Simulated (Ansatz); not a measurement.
# Relaxation of CuO

The calculation used DFT PBE, scalar-relativistic, plane waves, PAW in Ansatz 0.2.0. Run with 420 eV cutoff, 14×14×8 k-mesh, Gaussian smearing of 0.10 eV, no spin polarisation.

What was changed: relaxed at 20 GPa.

Other phases may be more stable at this pressure.

Command:

```bash
ansatz run input.yaml --threads 1 --pin off --max-ram 2560MiB --backend cpu --events-out ev --progress --plain --runs-dir out
```

Input:

```yaml
crystal:
  lattice:
    - [1.9850752336, -1.9877714449, 0.0]
    - [1.9850752336, 1.9877714449, 0.0]
    - [0.0, 0.0, 5.0413666528]
  atoms:
    - { symbol: Cu, position: [0.0, 0.5, 0.0] }
    - { symbol: Cu, position: [0.5, 0.0, 0.5] }
    - { symbol: O, position: [0.5, 0.5, 0.25] }
    - { symbol: O, position: [0.5, 0.5, 0.75] }
basis:
  ecutwfc: 420
kpoints:
  mp_grid: { grid: [14, 14, 8] }
hamiltonian:
  xc: pbe
scf:
  occupations: { method: gaussian, width: 0.1 }
output:
  forces: true
  stress: true
  eigenvalues: true
relax:
  adjacent_minimum: "off"
  f_tol: 0.008
  max_steps: 50
  cell: { stress_tol: 0.08, p_target: 20.0 }
```

F is the free energy. Steps run on the plane waves of an earlier cell, but the last one, and at times one on the way, on a freshly chosen basis, so a repeated geometry can differ a little in energy. The relaxation lowers the enthalpy F + PV at the target pressure, so F itself can rise.

Steps:

| step | F − F(1) (eV) | largest force component (eV/Å) | V (Å³/atom) | P (GPa) |
| --- | --- | --- | --- | --- |
| 1 | 0.0000 | 0.000 | 9.946 | 22.01 |
| 2 | -0.0133 | 0.000 | 9.959 | 21.01 |
| 3 | -0.0147 | 0.000 | 9.955 | 20.15 |
| 4 | -0.0199 | 0.000 | 9.966 | 19.91 |
| 5 | -0.0189 | 0.000 | 9.964 | 19.95 |
| 6 | -0.0198 | 0.000 | 9.964 | 19.99 |
| 7 | -0.0174 | 0.000 | 9.958 | 20.00 |
| 8 | -0.0152 | 0.000 | 9.953 | 20.00 |
| 9 | -0.0052 | 0.000 | 9.928 | 19.90 |
| 10 | 0.0326 | 0.000 | 9.842 | 19.34 |
| 11 | 0.0655 | 0.000 | 9.773 | 19.80 |
| 12 | 0.0653 | 0.000 | 9.773 | 20.02 |
| 13 | 0.0476 | 0.000 | 9.773 | 20.78 |
| 14 | 0.1002 | 0.000 | 9.627 | 20.81 |
| 15 | 0.1756 | 0.000 | 9.471 | 19.67 |
| 16 | 0.1102 | 0.000 | 9.598 | 19.59 |
| 17 | 0.1269 | 0.000 | 9.563 | 20.44 |
| 18 | 0.1230 | 0.000 | 9.571 | 19.98 |
| 19 | 0.1172 | 0.000 | 9.571 | 20.19 |
| 20 | 0.1435 | 0.000 | 9.510 | 20.16 |
| 21 | 0.1436 | 0.000 | 9.510 | 20.00 |
| 22 | 0.1442 | 0.000 | 9.510 | 19.99 |
| 23 | 0.1518 | 0.000 | 9.494 | 20.00 |
| 24 | 0.1521 | 0.000 | 9.494 | 19.99 |

Relaxed structure:

```yaml
crystal:
  lattice:
    - [1.57389, -2.32990, 0.00000]
    - [1.57389, 2.32990, 0.00000]
    - [0.00000, 0.00000, 5.17803]
  atoms:
    - { symbol: Cu, position: [0.00000, 0.50000, 0.00000] }
    - { symbol: Cu, position: [0.50000, 0.00000, 0.50000] }
    - { symbol: O, position: [0.50000, 0.50000, 0.25000] }
    - { symbol: O, position: [0.50000, 0.50000, 0.75000] }
```

It takes space group Cccm (No. 66, orthorhombic). Conventional cell: a = 3.148 Å, b = 4.660 Å, c = 5.178 Å, α = 90.00°, β = 90.00°, γ = 90.00°. Cu (site symmetry 2/m) has 4 O at 1.91 Å as nearest neighbours. Around O (site symmetry 222) lie 4 Cu at 1.91 Å.

The run converged. The run took 6.6 min on 1 thread of Arm Neoverse V2, with other jobs on the host, peak memory 0.52 GiB.